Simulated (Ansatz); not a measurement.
Relaxed-ion elastic tensor of CaF$_{2}$ (fluorite, Fm-3m) in GPa (Voigt order), DFT-LDA in the program Ansatz with PAW potentials; density 3.43 g/cm³, 12.59 Å³ per atom.

```tsv
	1	2	3	4	5	6
1	186	59.0	59.0	0.0	0.0	0.0
2	59.0	186	59.0	0.0	0.0	0.0
3	59.0	59.0	186	0.0	0.0	0.0
4	0.0	0.0	0.0	38.8	0.0	0.0
5	0.0	0.0	0.0	0.0	38.8	0.0
6	0.0	0.0	0.0	0.0	0.0	38.8
```

Is the crystal mechanically stable?

Yes: the smallest eigenvalue of C is 38.8 GPa.

Work out the Voigt, Reuss and Hill averages.

K_V = 101, K_R = 101, K_H = 101; G_V = 48.7, G_R = 46.0, G_H = 47.3 GPa.

Give Young's modulus, Poisson's ratio, Pugh's ratio and the universal anisotropy index.

E = 9KG/(3K + G) = 123 GPa; ν = 0.30; K/G = 2.14 (ductile by the Pugh limit of 1.75); A_U = 5G_V/G_R + K_V/K_R − 6 = 0.30.

Estimate the sound speeds and the Debye temperature.

v_l = √((K + 4G/3)/ρ) = 6920 m/s, v_t = √(G/ρ) = 3710 m/s, mean 4150 m/s; Θ = (h/k)(3n/4πV)^(1/3) v_m = 531 K.

Give the Zener ratio and Young's modulus along [100], [110] and [111].

A = 2C44/(C11 − C12) = 0.61; 1/E = S11 − 2(S11 − S12 − S44/2)Γ with Γ = 0, 1/4, 1/3 gives 158, 113, 103 GPa.

Solve the Christoffel equation for the three sound speeds along [100], [110], [111].

Eigenvalues of C_ijkl n_j n_l equal ρv². In km/s, slowest first: [100] 3.36, 3.36, 7.36; [110] 3.36, 4.30, 6.86; [111] 4.01, 4.01, 6.68.

Symmetry was held in the LDA relaxation; phonons on a q-mesh show no instability.

Potentials: the later of the program's two PAW sets.
